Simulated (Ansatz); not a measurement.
# NiAs-type GdN

The computed numbers are results of PBE+U (U_eff = 6 eV on Gd 4f), scalar-relativistic (collinear spin) in the plane-wave PAW code Ansatz at 420 eV, Γ-centred 10×10×6 mesh, 0.05 eV Gaussian smearing; PAW files: Ansatz's generated set soft_2.

```
Gd N
1.0
     3.47598    0.00000    0.00000
    -1.73799    3.01028    0.00000
     0.00000    0.00000    6.11482
Gd N
2 2
Cartesian
  0.0000 0.0000 0.0000
  0.0000 0.0000 3.0574
  0.0000 2.0069 1.5287
  1.7380 1.0034 4.5861
```

This is a trial structure; measured cells of the compound in the Crystallography Open Database are in space group Fm-3m (rock salt).

Magnetic state: ferromagnetic, site spin moments Gd 6.95; N -0.13 μB.

The cell above was scaled in volume, and shape and atoms were relaxed at each volume within its symmetry. Energies are counted from the cell above.

```csv
V (Å³/atom),ΔE (meV/atom),P (GPa),largest moment (μB)
15.12,22.8,8.7,6.93
15.36,11.7,6.1,6.93
15.68,2.8,2.9,6.94
16.00,0.0,0.0,6.95
16.32,?,?,?
16.64,10.2,-4.9,6.96
17.12,29.8,-8.0,6.96
17.60,58.0,-10.7,6.97
```

(1) Fill in the withheld row.

(2) What do the points give for the equilibrium volume, the bulk modulus and its pressure derivative (third-order Birch–Murnaghan)?

Answers:

(1) ΔE (meV/atom): 2.6, P (GPa): -2.6, largest moment (μB): 6.95.

(2) V0 = 16.00 Å³/atom, B0 = 137 GPa, B0′ = 4.2.

B0·V0 = 136.9 GPa × 16.00 Å³ = 13.67 eV/atom sets the scale: near the minimum ΔE ≈ ½ B0 V0 x², with x = V/V0 − 1, and a pressure of 1.4 GPa squeezes the volume by about 1 %. At the ends of the curve: x = −5.5 % predicts 20.7 meV/atom and the run gives 22.8; x = +10.0 % predicts 68.4 meV/atom and the run gives 58.0. Compression costs more and expansion less than the parabola says, since the crystal stiffens as it shrinks; B0′ measures that.

For elements this heavy, spin–orbit coupling would shift levels and gaps; it isn't included here. The run wasn't fully tested for a lower electronic state. Site moments are of spin, integrated over atomic spheres. The moments were started parallel, and the real magnetic order may be another. The run is a metal.
